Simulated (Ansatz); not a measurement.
The system is AlN.

```
Al N
1.0
     0.00000    2.18399    2.18399
     2.18399    0.00000    2.18399
     2.18399    2.18399    0.00000
Al N
1 1
Direct
  0.00000 0.00000 0.00000
  0.25000 0.25000 0.25000
```

Measurements of this composition are mostly on another form, of space group No. 186.

Base run:

| Item | Value |
| --- | --- |
| Program | Ansatz 0.2.0 |
| Functional | PBEsol |
| Potentials or basis | JTH PAW |
| Cutoff | 1320 eV |
| Density cutoff | 5280 eV |
| k mesh | 10 × 10 × 10 |
| Occupations | fermi-dirac, width 0.05 eV |
| Spin | no spin polarisation |

Its results: band gap on the k mesh 3.17 eV, indirect (least direct gap 4.11 eV); pressure 1.8 GPa.

Problem. The run is repeated on the same cell with these changes: potentials or basis from JTH PAW to Ansatz PAW earlier set; cutoff from 1320 eV to 900 eV; density cutoff from 5280 eV to 3600 eV; valence electrons from 8 to 16. What comes out?

Solution. Band gap on the k mesh 3.19 eV, indirect (least direct gap 4.13 eV); pressure 1.2 GPa.

Caveats: the PAW data sets come from PBE, with cores solved anew for the run's functional, which leaves a small shift of forces and pressure (some runs).

Not every run made on this cell is shown here.
